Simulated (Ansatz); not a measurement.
**SrO: moving Sr off its site**

SrO, Fm-3m, a = 5.140 Å (as given, not relaxed at this level: 2.9 GPa). Ansatz: PBE, PAW, 420 eV, Γ-centred 8×8×8 mesh on 2 atoms, Gaussian smearing 0.05 eV; no spin polarisation.

```yaml
crystal:
  lattice:
    - [0.00000, 2.56980, 2.56980]
    - [2.56980, 0.00000, 2.56980]
    - [2.56980, 2.56980, 0.00000]
  atoms:
    - { symbol: Sr, position: [0.00000, 0.00000, 0.00000] }
    - { symbol: O, position: [0.50000, 0.50000, 0.50000] }
```

Atom 1 (Sr) moves by x along the unit vector (0.577, 0.577, 0.577), with its periodic images; all else is held. y is the free energy of the cell over the start, F the force along the path summed over the moved atoms. Symmetry makes y even in x.

| x (Å) | y (meV) | F (eV/Å) |
| --- | --- | --- |
| -0.5000 | 305.5 | 1.31 |
| -0.2500 | ? | ? |
| 0.0000 | 0.0 | 0.00 |
| 0.0625 | 4.2 | -0.14 |
| 0.1250 | 17.1 | -0.28 |
| 0.1875 | 38.9 | -0.43 |
| 0.3125 | 112.2 | -0.76 |
| 0.3750 | 165.1 | -0.94 |
| 0.4375 | 229.4 | -1.12 |

**Question.** Fit y = c2 x² + c4 x⁴ to the energies of the other rows, give the force constant, and predict energy and force of the missing row.

**Answer.** Least squares on the rows shown. y = 1106.2 x² + 468.35 x⁴. The force constant is 2 c2 = 2.21 eV/Å², for the cell as given, at 2.9 GPa (for all images moving together, not for a lone atom). With two atoms in a cubic cell this is the optical mode at Γ without the LO field: ω = 521.5 √(2 c2/μ) = 211 cm⁻¹ for μ = 13.53 u. The force −dy/dx at the missing row is 0.58 eV/Å (computed 0.58). At x = -0.2500 the fit asked for gives 71.0 meV. The run gave 70.4 meV, so the fit is 0.6 meV too high, within twice the rms miss on the fitted rows (0.4 meV).